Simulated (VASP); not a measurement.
# MgS (P6_3mc) in VASP: notebook

Aim: see how the results for MgS move with the level of theory and the settings. Levels: HSE(alpha, omega). Tasks: single point.

Everything below comes from runs of VASP 6.6.1. Logs are shortened: lines on timing, memory, paths and dates and some standing lists are left out, and cuts for length are marked.

## (1) The crystal as given

The structure is hexagonal, space group P6_3mc (No. 186). The conventional cell has a = 4.035 Å, b = 4.035 Å, c = 6.432 Å, α = 90.00°, β = 90.00°, γ = 120.00°. Around S (site symmetry 3m) lie 4 Mg at 2.45 to 2.47 Å. Mg (site symmetry 3m) is surrounded by 4 S at 2.45 to 2.47 Å.

The cell comes from a database or a generator and needn't be the stable form of this composition.

## (2) Single point, HSE(alpha, omega)

The input, POSCAR:

```
MgS
1.0
    4.0346224068      0.0000000000      0.0000000000
   -2.0173112034      3.4940854990      0.0000000000
    0.0000000000      0.0000000000      6.4322941800
S Mg
2 2
Direct
    0.6666666667      0.3333333333      0.8792441500
    0.3333333333      0.6666666667      0.3792441500
    0.3333333333      0.6666666667      0.9957548500
    0.6666666667      0.3333333333      0.4957548500
```

The input, INCAR.step1:

```
ALGO = Normal
EDIFF = 1E-5
ENCUT = 520
GGA = PE
ISIF = 2
ISMEAR = -1
LASPH = True
LCHARG = False
LREAL = False
LWAVE = True
NELM = 80
PREC = Accurate
SIGMA = 0.05
```

The input, INCAR.step2:

```
AEXX = 0.25
ALGO = Normal
EDIFF = 1E-7
ENCUT = 520
GGA = PE
HFSCREEN = 0.1
ISIF = 2
ISMEAR = -1
ISTART = 1
LASPH = True
LCHARG = False
LHFCALC = True
LREAL = False
LWAVE = False
NELM = 80
PREC = Accurate
PRECFOCK = Fast
SIGMA = 0.05
```

The input, KPOINTS:

```
k-points
0
Gamma
  4 4 2
```

Potentials or basis: VASP PAW PBE potentials, release 64 (S, Mg).

Command:

```sh
$ cat potpaw_PBE.64/S/POTCAR potpaw_PBE.64/Mg/POTCAR > POTCAR
$ cp INCAR.step1 INCAR
$ mpirun -np 1 vasp_std > vasp.out
$ cp INCAR.step2 INCAR
$ mpirun -np 1 vasp_std > vasp.out
```

OUTCAR:

```text
AEXX = 0.25
   EDIFF = 1E-7
   ENCUT = 520
   GGA = PE
   HFSCREEN = 0.1
   ISIF = 2
   ISMEAR = -1
   ISTART = 1
   LASPH = True
   LHFCALC = True
   LREAL = False
   NELM = 80
   PREC = Accurate
   PRECFOCK = Fast

 ion  position               nearest neighbor table
   1  0.667  0.333  0.879-   3 2.45   3 2.45   3 2.45   4 2.47
   2  0.333  0.667  0.379-   4 2.45   4 2.45   4 2.45   3 2.47
   3  0.333  0.667  0.996-   1 2.45   1 2.45   1 2.45   2 2.47
   4  0.667  0.333  0.496-   2 2.45   2 2.45   2 2.45   1 2.47

  LATTYP: Found a hexagonal cell.
 ALAT       =     4.0346224068
 C/A-ratio  =     1.5942741430

  Lattice vectors:

 A1 = (   4.0346224068,   0.0000000000,   0.0000000000)
 A2 = (  -2.0173112034,   3.4940854990,   0.0000000000)
 A3 = (   0.0000000000,   0.0000000000,   6.4322941800)

Analysis of symmetry for initial positions (statically):
=====================================================================
 Subroutine PRICEL returns:
 Original cell was already a primitive cell.

 Routine SETGRP: Setting up the symmetry group for a
 hexagonal supercell.

 Subroutine GETGRP returns: Found 12 space group operations
 (whereof  6 operations were pure point group operations)
 out of a pool of 24 trial point group operations.

The static configuration has the point symmetry C_3v.
 The point group associated with its full space group is C_6v.

Analysis of symmetry for dynamics (positions and initial velocities):
=====================================================================
 Subroutine PRICEL returns:
 Original cell was already a primitive cell.

 Routine SETGRP: Setting up the symmetry group for a
 hexagonal supercell.

 Subroutine GETGRP returns: Found 12 space group operations
 (whereof  6 operations were pure point group operations)
 out of a pool of 24 trial point group operations.

The dynamic configuration has the point symmetry C_3v.
 The point group associated with its full space group is C_6v.

 Subroutine INISYM returns: Found 12 space group operations
 (whereof  6 operations are pure point group operations),
 and found     1 'primitive' translations

----------------------------------------------------------------------------------------

                                     Primitive cell

  volume of cell :      90.6781

  direct lattice vectors                    reciprocal lattice vectors
     4.034622407  0.000000000  0.000000000     0.247854669  0.143098960  0.000000000
    -2.017311203  3.494085499  0.000000000     0.000000000  0.286197919  0.000000000
     0.000000000  0.000000000  6.432294180     0.000000000  0.000000000  0.155465526

  length of vectors
     4.034622407  4.034622407  6.432294180     0.286197919  0.286197919  0.155465526

  position of ions in fractional coordinates (direct lattice)
     0.666666667  0.333333333  0.879244150
     0.333333333  0.666666667  0.379244150
     0.333333333  0.666666667  0.995754850
     0.666666667  0.333333333  0.495754850

  ion indices of the primitive-cell ions
   primitive index   ion index
                 1           1
                 2           2
                 3           3
                 4           4

----------------------------------------------------------------------------------------

 KPOINTS: k-points

Automatic generation of k-mesh.
 Grid dimensions read from file:
 generate k-points for:    4    4    2

 Generating k-lattice:

  Cartesian coordinates                     Fractional coordinates (reciprocal lattice)
     0.061963667  0.035774740  0.000000000     0.250000000  0.000000000  0.000000000
     0.000000000  0.071549480  0.000000000     0.000000000  0.250000000  0.000000000
     0.000000000  0.000000000  0.077732763     0.000000000  0.000000000  0.500000000

  Length of vectors
     0.071549480  0.071549480  0.077732763

  Shift w.r.t. Gamma in fractional coordinates (k-lattice)
     0.000000000  0.000000000  0.000000000

 Subroutine IBZKPT returns following result:
 ===========================================

 Found      8 irreducible k-points:

 Following reciprocal coordinates:
            Coordinates               Weight
  0.000000  0.000000  0.000000      1.000000
  0.250000  0.000000  0.000000      6.000000
  0.500000  0.000000  0.000000      3.000000
  0.250000  0.250000  0.000000      6.000000
  0.000000  0.000000  0.500000      1.000000
  0.250000  0.000000  0.500000      6.000000
  0.500000  0.000000  0.500000      3.000000
  0.250000  0.250000  0.500000      6.000000
   k-points           NKPTS =      8   k-points in BZ     NKDIM =     32   number of bands    NBANDS=     12
   number of dos      NEDOS =    301   number of ions     NIONS =      4
   total plane-waves  NPLWV =  43200
   dimension x,y,z NGX =    30 NGY =   30 NGZ =   48
   dimension x,y,z NGXF=    60 NGYF=   60 NGZF=   96
   ions per type =               2   2
   NGX,Y,Z   is equivalent  to a cutoff of  12.36, 12.36, 12.41 a.u.
   NGXF,Y,Z  is equivalent  to a cutoff of  24.72, 24.72, 24.81 a.u.
 SYSTEM =  unknown system
   PREC   = accura    normal or accurate (medium, high low for compatibility)
   ISTART =      1    job   : 0-new  1-cont  2-samecut
   ICHARG =      0    charge: 1-file 2-atom 10-const
   ISPIN  =      1    spin polarized calculation?
   LNONCOLLINEAR =      F non collinear calculations
   LSORBIT =      F    spin-orbit coupling
   LASPH  =      T    aspherical Exc in radial PAW
   ENCUT  =  520.0 eV  38.22 Ry    6.18 a.u.   7.50  7.50 11.96*2*pi/ulx,y,z
   NELM   =     80;   NELMIN=  2; NELMDL=  0     # of ELM steps
   EDIFF  = 0.1E-06   stopping-criterion for ELM
   LREAL  =      F    real-space projection
   EDIFFG = 0.1E-05   stopping-criterion for IOM
   NSW    =      0    number of steps for IOM
   IBRION =     -1    ionic relax: 0-MD 1-quasi-New 2-CG
   NFREE  =      0    steps in history (QN), initial steepest desc. (CG)
   ISIF   =      2    stress and relaxation
   ISYM   =      3    0-nonsym 1-usesym 2-fastsym
   POTIM  = 0.5000    time-step for ionic-motion
   TEBEG  =    0.0;   TEEND  =   0.0 temperature during run
   PSTRESS=    0.0 pullay stress
   NELECT =      16.0000    total number of electrons
   NUPDOWN=      -1.0000    fix difference up-down
   EMIN   =  10.00;   EMAX   =-10.00  energy-range for DOS
   EFERMI =   0.00;   METHOD = LEGACY
   ISMEAR =    -1;   SIGMA  =   0.05  broadening in eV -4-tet -1-fermi 0-gaus
   EFERMI_NEDOS =   21; number of points for ismear=-14 and -15
   IALGO  =     38    algorithm
   IMIX   =      1    mixing-type and parameters
     AMIX     =   0.40;   BMIX     =  1.00
     AMIX_MAG =   1.60;   BMIX_MAG =  1.00
  volume/ion in A,a.u.               =      22.67       152.98
  Fermi-wavevector in a.u.,A,eV,Ry     =   0.918221  1.735187 11.471486  0.843130
  Thomas-Fermi vector in A             =   2.043279
   LORBIT       =      0    0 simple, 1 ext, 2 COOP (PROOUT), +10 PAW based schemes
   GGA     = PE    functional components
   LHFCALC =     T    Hartree Fock is set to
   PRECFOCK=fast      Normal, Fast or Accurate (Low or Medium for compatibility)
   ENCUT4O =  -1.0   cutoff for four orbital integrals eV
   NKREDX  =     1    reduce k-point grid by
   NKREDY  =     1    reduce k-point grid by
   NKREDZ  =     1    reduce k-point grid by
   AEXX    =    0.2500 exact exchange contribution
   HFSCREEN=    0.1000 screening length (either q_TF or 0.3 A-1)
   HFSCREENC=   0.1000 screening length for correlation (either q_TF or 0.3 A-1)
   ENCUTFOCK=  -1.0 apply spherical cutoff to Coloumb kernel
   IVDW    =     0    specifies the selected vdW correction
   LEPSILON=     F    determine dielectric tensor
   LRPA    =     F    only Hartree local field effects (RPA)
 non-spin polarized calculation
  energy-cutoff  :      520.00
  volume of cell :       90.68
 maximum number of plane-waves:      2462
 NGX is ok and might be reduce to    30
  NGX = 18; NGY = 18; NGZ = 28

 number of electron      16.0000004 magnetization

 Free energy of the ion-electron system (eV)
  ---------------------------------------------------
  ext. energy  EPLUGINS =         0.00000000
  ---------------------------------------------------
  free energy    TOTEN  =       -20.30355992 eV

  energy without entropy =      -20.30355992  energy(sigma->0) =      -20.30355992

 E-fermi :   1.3687     XC(G=0):  -6.8281

 val. band max:        0.2807198921   @ k =   0.0000   0.0000   0.0000
 cond. band min:       5.1110227719   @ k =   0.0000   0.0000   0.0000
 fundamental gap:      4.8303028797
 Fermi energy:         1.3687148674

 k-point     1 :       0.0000    0.0000    0.0000
  band No.  band energies     occupation
      1     -12.3294      2.00000
      2     -11.5219      2.00000
      3      -3.2508      2.00000
      4      -0.3596      2.00000
      5      -0.3596      2.00000
      6       0.1084      2.00000
      7       0.1084      2.00000
      8       0.2807      2.00000
      9       5.1110      0.00000
     10       6.4021      0.00000
     11       9.3192      0.00000
     12       9.3192      0.00000

 k-point     2 :       0.2500    0.0000    0.0000
  band No.  band energies     occupation
      1     -12.0206      2.00000
      2     -11.3871      2.00000
      3      -2.7440      2.00000
      4      -1.8331      2.00000
      5      -1.3372      2.00000
      6      -0.7712      2.00000
      7      -0.0528      2.00000
      8      -0.0162      2.00000
      9       6.6946      0.00000
     10       7.2382      0.00000
     11       8.3758      0.00000
     12       9.0727      0.00000

 k-point     3 :       0.5000    0.0000    0.0000
  band No.  band energies     occupation
      1     -11.5928      2.00000
      2     -11.3242      2.00000
      3      -3.0101      2.00000
      4      -2.3880      2.00000
      5      -1.7795      2.00000
      6      -1.0943      2.00000
      7      -0.7218      2.00000
      8      -0.2426      2.00000
      9       6.3865      0.00000
     10       6.8818      0.00000
     11       7.5612      0.00000
     12       9.3145      0.00000

 k-point     4 :       0.2500    0.2500    0.0000
  band No.  band energies     occupation
      1     -11.6079      2.00000
      2     -11.3127      2.00000
      3      -2.4608      2.00000
      4      -2.3591      2.00000
      5      -1.7982      2.00000
      6      -1.5704      2.00000
      7      -0.8495      2.00000
      8      -0.6263      2.00000
      9       6.8794      0.00000
     10       8.2112      0.00000
     11       8.5742      0.00000
     12       8.8649      0.00000

 k-point     5 :       0.0000    0.0000    0.5000
  band No.  band energies     occupation
      1     -11.9588      2.00000
      2     -11.9588      2.00000
      3      -1.7815      2.00000
      4      -1.7815      2.00000
      5      -0.1344      2.00000
      6      -0.1344      2.00000
      7      -0.1344      2.00000
      8      -0.1344      2.00000
      9       6.6458      0.00000
     10       6.6458      0.00000
     11       9.4710      0.00000
     12       9.4713      0.00000

 k-point     6 :       0.2500    0.0000    0.5000
  band No.  band energies     occupation
      1     -11.7217      2.00000
      2     -11.7217      2.00000
      3      -2.2737      2.00000
      4      -2.2737      2.00000
      5      -0.7048      2.00000
      6      -0.7048      2.00000
      7      -0.4381      2.00000
      8      -0.4381      2.00000
      9       7.0654      0.00000
     10       7.0654      0.00000
     11       8.5968      0.00000
     12       8.5968      0.00000

 k-point     7 :       0.5000    0.0000    0.5000
  band No.  band energies     occupation
      1     -11.4556      2.00000
      2     -11.4556      2.00000
      3      -3.1289      2.00000
      4      -3.1289      2.00000
      5      -0.7062      2.00000
      6      -0.7062      2.00000
      7      -0.5992      2.00000
      8      -0.5992      2.00000
      9       6.3039      0.00000
     10       6.3039      0.00000
     11       8.0639      0.00000
     12       8.0639      0.00000

 k-point     8 :       0.2500    0.2500    0.5000
  band No.  band energies     occupation
      1     -11.4586      2.00000
      2     -11.4586      2.00000
      3      -2.8052      2.00000
      4      -2.8052      2.00000
      5      -1.4589      2.00000
      6      -1.4589      2.00000
      7      -0.3851      2.00000
      8      -0.3851      2.00000
      9       7.1973      0.00000
     10       7.1973      0.00000
     11       8.6544      0.00000
     12       8.6544      0.00000

------------------------ aborting loop because EDIFF is reached ----------------------------------------

  FORCE on cell =-STRESS in cart. coord.  units (eV):
  Direction    XX          YY          ZZ          XY          YZ          ZX
  --------------------------------------------------------------------------------------
  -------------------------------------------------------------------------------------
  Total       -0.0803225     -0.0803225     -0.2614265      0.0000000      0.0000000      0.0000000
  in kB       -1.4192058     -1.4192058     -4.6191048      0.0000000      0.0000000      0.0000000
  external PRESSURE =      -2.4858388 kB  Pullay stress =       0.0000000 kB

 VOLUME and BASIS-vectors are now :
 -----------------------------------------------------------------------------
  energy-cutoff  :      520.00
  volume of cell :       90.68
      direct lattice vectors                 reciprocal lattice vectors
     4.034622407  0.000000000  0.000000000     0.247854669  0.143098960  0.000000000
    -2.017311203  3.494085499  0.000000000     0.000000000  0.286197919  0.000000000
     0.000000000  0.000000000  6.432294180     0.000000000  0.000000000  0.155465526

 POSITION                                       TOTAL-FORCE (eV/Angst)
 -----------------------------------------------------------------------------------
      2.01731      1.16470      5.65556         0.000000      0.000000     -0.051398
     -0.00000      2.32939      2.43941        -0.000000     -0.000000     -0.051398
     -0.00000      2.32939      6.40499         0.000000      0.000000      0.051398
      2.01731      1.16470      3.18884        -0.000000      0.000000      0.051398
 -----------------------------------------------------------------------------------
    total drift:                                0.000000     -0.000000     -0.000106

  FREE ENERGIE OF THE ION-ELECTRON SYSTEM (eV)
  ---------------------------------------------------
  free  energy   TOTEN  =       -20.3035599180 eV

  energy  without entropy=      -20.3035599180  energy(sigma->0) =      -20.30355992
```

Run time: 2 min. Hardware: 1 thread of Intel Xeon Platinum 8488C (Sapphire Rapids), shared host; peak memory 0.29 GiB.

Results:

```yaml
Free_energy: -20.3036 eV
Pressure: -0.2 GPa
Largest_force: 0.051 eV/Å
Band_gap_on_the_k_mesh: 4.83 eV, direct
```

Forces on the atoms (eV/Å):
```
S    0.000  0.000 -0.051
S    0.000  0.000 -0.051
Mg   0.000  0.000  0.051
Mg   0.000  0.000  0.051
```

Stress tensor (GPa, compression positive):
```
-0.14  0.00  0.00
 0.00 -0.14  0.00
 0.00  0.00 -0.46
```

Caveat: the k mesh is coarse (spacing up to 0.49 Å⁻¹), so the values aren't converged, least of all with exact exchange; the PAW data sets were made with another functional, which shifts forces and pressure a little.

## (3) Single point, HSE(alpha, omega)

POSCAR is that of step 2.

INCAR.step1 is that of step 2.

Changes to INCAR.step2 since step 2:

```diff
@@ -5,3 +5,3 @@
 GGA = PE
-HFSCREEN = 0.1
+HFSCREEN = 0.15
 ISIF = 2
```

KPOINTS is that of step 2.

Potentials or basis: VASP PAW PBE potentials, release 64 (S, Mg).

Command:

```sh
$ cat potpaw_PBE.64/S/POTCAR potpaw_PBE.64/Mg/POTCAR > POTCAR
$ cp INCAR.step1 INCAR
$ mpirun -np 1 vasp_std > vasp.out
$ cp INCAR.step2 INCAR
$ mpirun -np 1 vasp_std > vasp.out
```

It took 3 min on 1 thread of Intel Xeon Platinum 8488C (Sapphire Rapids), shared host; peak memory 0.29 GiB.

Results (log left out):

- Free energy: -20.0184 eV
- Pressure: -0.2 GPa
- Largest force: 0.052 eV/Å
- Band gap on the k mesh: 4.65 eV, direct

Forces in eV/Å, atoms in the order of the input:
```
S    0.000  0.000 -0.052
S    0.000  0.000 -0.052
Mg   0.000  0.000  0.052
Mg   0.000  0.000  0.052
```

Stress tensor (GPa, compression positive):
```
-0.07  0.00  0.00
 0.00 -0.07  0.00
 0.00  0.00 -0.42
```

Levels at points of the mesh, in eV from the valence-band top:
```tsv
k point	band 5	band 6	band 7	band 8	band 9	band 10	band 11	band 12
(0.00, 0.00, 0.00)	-0.64	-0.17	-0.17	0.00	4.65	5.94	8.85	8.85
(0.50, 0.00, 0.00)	-2.05	-1.37	-1.00	-0.52	5.93	6.42	7.10	8.85
(0.00, 0.00, 0.50)	-0.42	-0.42	-0.42	-0.42	6.18	6.18	9.01	9.01
(0.50, 0.00, 0.50)	-0.99	-0.99	-0.88	-0.88	5.84	5.84	7.60	7.60
```

Caveat: the k mesh is coarse (spacing up to 0.49 Å⁻¹), so the values aren't converged, least of all with exact exchange; the PAW data sets were made with another functional, which shifts forces and pressure a little.
